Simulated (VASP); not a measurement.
# Hf in VASP: notebook

Aim: see how the results for Hf move with the level of theory and the settings. Levels: PW91, r2SCAN, LDA. Tasks: work function.

All numbers are computed with VASP 6.6.1; they aren't measurements. Logs are shortened: lines on timing, memory, paths and dates and some standing lists are left out, and cuts for length are marked.

## 1. The structure

The cell holds a sheet with vacuum, 1 atom: a = 2.779 Å, b = 2.779 Å, c = 23.800 Å, α = 90.00°, β = 90.00°, γ = 90.00°.

The cell was built by a generator and needn't be a form met in nature.

## 2. Work function, PW91

INCAR reads:

```
PREC     = Accurate       # precision mode
ENCUT    = 520            # plane-wave cutoff, eV
EDIFF    = 1E-6           # SCF threshold, eV
ISMEAR   = -1             # smearing method
SIGMA    = 0.05           # smearing width, eV
LREAL    = F              # projectors in reciprocal space
LASPH    = T              # aspherical terms in the spheres
NELM     = 80             # most SCF steps
ALGO     = Normal         # electronic algorithm
ISIF     = 2              # what is computed and relaxed
LWAVE    = F              # write WAVECAR
LCHARG   = T              # write CHGCAR
LDIPOL   = T            
IDIPOL   = 3            
DIPOL    = 0.5 0.5 0.294
GGA      = 91             # functional
LELF     = T              # ELF
LVHAR    = T            
LVACPOTAV= T
```

KPOINTS reads:

```
regular mesh
0
Gamma
  10 10 1
```

POSCAR reads:

```
Hf
1.0
    2.7787600000      0.0000000000      0.0000000000
    0.0000000000      2.7787600000      0.0000000000
    0.0000000000      0.0000000000     23.8000000000
Hf
1
Direct
    0.0000000000      0.0000000000      0.2941200000
```

Potentials or basis: VASP PAW PBE potentials, release 64 (Hf_pv).

Started as:

```
cat potpaw_PBE.64/Hf_pv/POTCAR > POTCAR
mpirun -np 1 vasp_std > vasp.out
```

OUTCAR:

```text
PREC = Accurate
   ENCUT = 520
   EDIFF = 1E-6
   ISMEAR = -1
   LREAL = F
   LASPH = T
   NELM = 80
   ISIF = 2
   GGA = 91

 ion  position               nearest neighbor table
   1  0.000  0.000  0.294-

  LATTYP: Found a simple tetragonal cell.
 ALAT       =     2.7787600000
 C/A-ratio  =     8.5649714261

  Lattice vectors:

 A1 = (   2.7787600000,   0.0000000000,   0.0000000000)
 A2 = (   0.0000000000,   2.7787600000,   0.0000000000)
 A3 = (   0.0000000000,   0.0000000000,  23.8000000000)

Analysis of symmetry for initial positions (statically):
=====================================================================
 Subroutine PRICEL returns:
 Original cell was already a primitive cell.

 Routine SETGRP: Setting up the symmetry group for a
 simple tetragonal supercell.

 Subroutine GETGRP returns: Found 16 space group operations
 (whereof  8 operations were pure point group operations)
 out of a pool of 16 trial point group operations.

The static configuration has the point symmetry C_4v.
 The point group associated with its full space group is D_4h.

Analysis of symmetry for dynamics (positions and initial velocities):
=====================================================================
 Subroutine PRICEL returns:
 Original cell was already a primitive cell.

 Routine SETGRP: Setting up the symmetry group for a
 simple tetragonal supercell.

 Subroutine GETGRP returns: Found 16 space group operations
 (whereof  8 operations were pure point group operations)
 out of a pool of 16 trial point group operations.

The dynamic configuration has the point symmetry C_4v.
 The point group associated with its full space group is D_4h.

 Subroutine INISYM returns: Found 16 space group operations
 (whereof  8 operations are pure point group operations),
 and found     1 'primitive' translations

----------------------------------------------------------------------------------------

                                     Primitive cell

  volume of cell :     183.7719

  direct lattice vectors                    reciprocal lattice vectors
     2.778760000  0.000000000  0.000000000     0.359872749  0.000000000  0.000000000
     0.000000000  2.778760000  0.000000000     0.000000000  0.359872749  0.000000000
     0.000000000  0.000000000 23.800000000     0.000000000  0.000000000  0.042016807

  length of vectors
     2.778760000  2.778760000 23.800000000     0.359872749  0.359872749  0.042016807

  position of ions in fractional coordinates (direct lattice)
     0.000000000  0.000000000  0.294120000

  ion indices of the primitive-cell ions
   primitive index   ion index
                 1           1

----------------------------------------------------------------------------------------

 KPOINTS: regular mesh

Automatic generation of k-mesh.
 Grid dimensions read from file:
 generate k-points for:   10   10    1

 Generating k-lattice:

  Cartesian coordinates                     Fractional coordinates (reciprocal lattice)
     0.035987275  0.000000000  0.000000000     0.100000000  0.000000000  0.000000000
     0.000000000  0.035987275  0.000000000     0.000000000  0.100000000  0.000000000
     0.000000000  0.000000000  0.042016807     0.000000000  0.000000000  1.000000000

  Length of vectors
     0.035987275  0.035987275  0.042016807

  Shift w.r.t. Gamma in fractional coordinates (k-lattice)
     0.000000000  0.000000000  0.000000000

 Subroutine IBZKPT returns following result:
 ===========================================

 Found     21 irreducible k-points:

 Following reciprocal coordinates:
            Coordinates               Weight
  0.000000  0.000000  0.000000      1.000000
  0.100000  0.000000  0.000000      4.000000
  0.200000  0.000000  0.000000      4.000000
  0.300000  0.000000  0.000000      4.000000
  0.400000  0.000000  0.000000      4.000000
  0.500000  0.000000  0.000000      2.000000
[... 13 lines left out ...]
  0.500000  0.400000  0.000000      4.000000
  0.500000  0.500000  0.000000      1.000000
   k-points           NKPTS =     21   k-points in BZ     NKDIM =     21   number of bands    NBANDS=      9
   number of dos      NEDOS =    301   number of ions     NIONS =      1
   total plane-waves  NPLWV = 103680
   dimension x,y,z NGX =    24 NGY =   24 NGZ =  180
   dimension x,y,z NGXF=    48 NGYF=   48 NGZF=  360
   ions per type =               1
   NGX,Y,Z   is equivalent  to a cutoff of  14.36, 14.36, 12.57 a.u.
   NGXF,Y,Z  is equivalent  to a cutoff of  28.72, 28.72, 25.15 a.u.
 SYSTEM =  unknown system
   PREC   = accura    normal or accurate (medium, high low for compatibility)
   ISTART =      0    job   : 0-new  1-cont  2-samecut
   ICHARG =      2    charge: 1-file 2-atom 10-const
   ISPIN  =      1    spin polarized calculation?
   LNONCOLLINEAR =      F non collinear calculations
   LSORBIT =      F    spin-orbit coupling
   LASPH  =      T    aspherical Exc in radial PAW
   ENCUT  =  520.0 eV  38.22 Ry    6.18 a.u.   5.17  5.17 44.25*2*pi/ulx,y,z
   NELM   =     80;   NELMIN=  2; NELMDL= -5     # of ELM steps
   EDIFF  = 0.1E-05   stopping-criterion for ELM
   LREAL  =      F    real-space projection
   EDIFFG = 0.1E-04   stopping-criterion for IOM
   NSW    =      0    number of steps for IOM
   IBRION =     -1    ionic relax: 0-MD 1-quasi-New 2-CG
   NFREE  =      0    steps in history (QN), initial steepest desc. (CG)
   ISIF   =      2    stress and relaxation
   ISYM   =      2    0-nonsym 1-usesym 2-fastsym
   POTIM  = 0.5000    time-step for ionic-motion
   TEBEG  =    0.0;   TEEND  =   0.0 temperature during run
   PSTRESS=    0.0 pullay stress
   NELECT =      10.0000    total number of electrons
   NUPDOWN=      -1.0000    fix difference up-down
   EMIN   =  10.00;   EMAX   =-10.00  energy-range for DOS
   EFERMI =   0.00;   METHOD = LEGACY
   ISMEAR =    -1;   SIGMA  =   0.05  broadening in eV -4-tet -1-fermi 0-gaus
   EFERMI_NEDOS =   21; number of points for ismear=-14 and -15
   IALGO  =     38    algorithm
   IMIX   =      4    mixing-type and parameters
     AMIX     =   0.40;   BMIX     =  1.00
     AMIX_MAG =   1.60;   BMIX_MAG =  1.00
  volume/ion in A,a.u.               =     183.77      1240.15
  Fermi-wavevector in a.u.,A,eV,Ry     =   0.620367  1.172323  5.236268  0.384855
  Thomas-Fermi vector in A             =   1.679493
   LORBIT       =      0    0 simple, 1 ext, 2 COOP (PROOUT), +10 PAW based schemes
   GGA     = 91    functional components
   LHFCALC =     F    Hartree Fock is set to
   AEXX    =    0.0000 exact exchange contribution
   IVDW    =     0    specifies the selected vdW correction
   LEPSILON=     F    determine dielectric tensor
   LRPA    =     F    only Hartree local field effects (RPA)
 non-spin polarized calculation
  energy-cutoff  :      520.00
  volume of cell :      183.77
 maximum number of plane-waves:      4993
 NGX is ok and might be reduce to    24
   NGX = 11   NGY = 11   NGZ = 89

 dipolmoment           0.000000      0.000000     -0.000001 electrons x Angstroem

 number of electron      10.0000000 magnetization

 dipolmoment           0.000000      0.000000      0.000003 electrons x Angstroem

 Free energy of the ion-electron system (eV)
  ---------------------------------------------------
  ext. energy  EPLUGINS =         0.00000000
  ---------------------------------------------------
  free energy    TOTEN  =        -7.46894892 eV

  energy without entropy =       -7.44812928  energy(sigma->0) =       -7.45853910

 E-fermi :  -3.1171     XC(G=0):  -2.1564

 val. band max:       -3.1225932229   @ k =   0.3000   0.3000   0.0000
 cond. band min:      -3.1085764136   @ k =   0.2000   0.1000   0.0000
 fundamental gap:      0.0140168093
 Fermi energy:        -3.1170853954

 k-point     1 :       0.0000    0.0000    0.0000
  band No.  band energies     occupation
      1     -33.9540      2.00000
      2     -32.9711      2.00000
      3     -32.9711      2.00000
      4      -8.3002      2.00000
      5      -4.6835      2.00000
      6      -3.4798      1.99859
      7      -2.8563      0.01080
      8       0.7658      0.00000
      9       1.0198      0.00000

 k-point     2 :       0.1000    0.0000    0.0000
  band No.  band energies     occupation
      1     -33.9387      2.00000
      2     -33.1131      2.00000
      3     -32.9592      2.00000
      4      -7.9652      2.00000
      5      -4.4128      2.00000
      6      -3.2984      1.94816
      7      -2.8966      0.02401
      8       0.8498      0.00000
      9       0.9495      0.00000

 k-point     3 :       0.2000    0.0000    0.0000
  band No.  band energies     occupation
      1     -33.8985      2.00000
      2     -33.4715      2.00000
      3     -32.9280      2.00000
      4      -7.1234      2.00000
      5      -3.7183      1.99999
      6      -3.1517      1.33299
      7      -2.6666      0.00024
      8       0.5094      0.00000
      9       1.4948      0.00000

 k-point     4 :       0.3000    0.0000    0.0000
  band No.  band energies     occupation
      1     -33.8911      2.00000
      2     -33.8482      2.00000
      3     -32.8891      2.00000
      4      -6.1133      2.00000
      5      -3.6953      1.99998
      6      -2.9546      0.07470
      7      -1.5662      0.00000
      8       0.7661      0.00000
      9       1.3900      0.00000
[... 169 lines left out ...]
 k-point    19 :       0.4000    0.4000    0.0000
  band No.  band energies     occupation
      1     -34.0516      2.00000
      2     -34.0376      2.00000
      3     -33.6706      2.00000
      4      -5.4712      2.00000
      5      -2.8966      0.02402
      6      -2.4177      0.00000
      7      -0.4084      0.00000
      8       2.4328      0.00000
      9       2.4943      0.00000

 k-point    20 :       0.5000    0.4000    0.0000
  band No.  band energies     occupation
      1     -34.1596      2.00000
      2     -34.0263      2.00000
      3     -33.6559      2.00000
      4      -5.7240      2.00000
      5      -2.9324      0.04851
      6      -2.4478      0.00000
      7      -0.1111      0.00000
      8       2.6423      0.00000
      9       3.6486      0.00000

 k-point    21 :       0.5000    0.5000    0.0000
  band No.  band energies     occupation
      1     -34.1409      2.00000
      2     -34.1409      2.00000
      3     -33.6413      2.00000
      4      -6.0031      2.00000
      5      -2.7181      0.00068
      6      -2.7181      0.00068
      7       0.1526      0.00000
      8       4.0604      0.00000
      9       4.0604      0.00000

------------------------ aborting loop because EDIFF is reached ----------------------------------------

  FORCE on cell =-STRESS in cart. coord.  units (eV):
  Direction    XX          YY          ZZ          XY          YZ          ZX
  --------------------------------------------------------------------------------------
  -------------------------------------------------------------------------------------
  Total       -0.2233454     -0.2233454     -0.0023663      0.0000000      0.0000000      0.0000000
  in kB       -1.9471911     -1.9471911     -0.0206302      0.0000000      0.0000000      0.0000000
  external PRESSURE =      -1.3050041 kB  Pullay stress =       0.0000000 kB

 VOLUME and BASIS-vectors are now :
 -----------------------------------------------------------------------------
  energy-cutoff  :      520.00
  volume of cell :      183.77
      direct lattice vectors                 reciprocal lattice vectors
     2.778760000  0.000000000  0.000000000     0.359872749  0.000000000  0.000000000
     0.000000000  2.778760000  0.000000000     0.000000000  0.359872749  0.000000000
     0.000000000  0.000000000 23.800000000     0.000000000  0.000000000  0.042016807

 POSITION                                       TOTAL-FORCE (eV/Angst)
 -----------------------------------------------------------------------------------
      0.00000      0.00000      7.00006         0.000000      0.000000     -0.000000
 -----------------------------------------------------------------------------------
    total drift:                                0.000000      0.000000      0.000029

  FREE ENERGIE OF THE ION-ELECTRON SYSTEM (eV)
  ---------------------------------------------------
  free  energy   TOTEN  =        -7.4689489244 eV

  energy  without entropy=       -7.4481292834  energy(sigma->0) =       -7.45853910

 vacuum level on the upper side and lower side of the slab         1.193         1.193
```

Wall time 42 s (1 thread of Intel Xeon Platinum 8375C at 2.90GHz (Ice Lake), shared host); peak memory 0.31 GiB.

What came out:

```
Free energy                     : -7.4689 eV
Band gap on the k mesh          : none (metal or under the smearing width)
Work function of the upper face : 4.31 eV
Work function of the lower face : 4.31 eV
```

Caveat: the PAW data sets were made with another functional, which shifts forces and pressure a little.

[end of part 1 of 2]
